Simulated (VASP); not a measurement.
Here is a VASP 6.6.1 calculation.

INCAR

```
ALGO = Normal
EDIFF = 1E-6
EDIFFG = -0.002
ENCUT = 520
GGA = PS
IBRION = 2
ISIF = 2
ISMEAR = 0
LASPH = True
LCHARG = False
LREAL = False
LWAVE = False
NELM = 100
NSW = 70
PREC = Accurate
SIGMA = 0.02
```

Contents of KPOINTS:

```
k-points
0
Gamma
  9 9 6
```

Contents of POSCAR:

```
ZnO
1.0
    3.2500000000      0.0000000000      0.0000000000
   -1.6250000000      2.8145825623      0.0000000000
    0.0000000000      0.0000000000      5.2050000000
Zn O
2 2
Direct
    0.3333333333      0.6666666667      0.0000000000
    0.6666666667      0.3333333333      0.5000000000
    0.3333333333      0.6666666667      0.3820000000
    0.6666666667      0.3333333333      0.8820000000
```

Potentials or basis: VASP PAW PBE potentials, release 64 (Zn, O).

Launch:

```console
$ cat potpaw_PBE.64/Zn/POTCAR potpaw_PBE.64/O/POTCAR > POTCAR
$ mpirun -np 1 vasp_std > vasp.out
```

Estimate the band gap on the k mesh.

0.69 eV, direct.

Predict the energy gained by relaxing.

0.0 meV/atom.

Final structure:
```
Zn O
1.0
     3.25000    0.00000    0.00000
    -1.62500    2.81458    0.00000
     0.00000    0.00000    5.20500
Zn O
2 2
Cartesian
  0.0000 1.8764 0.0026
  1.6250 0.9382 2.6051
  0.0000 1.8764 1.9857
  1.6250 0.9382 4.5882
```
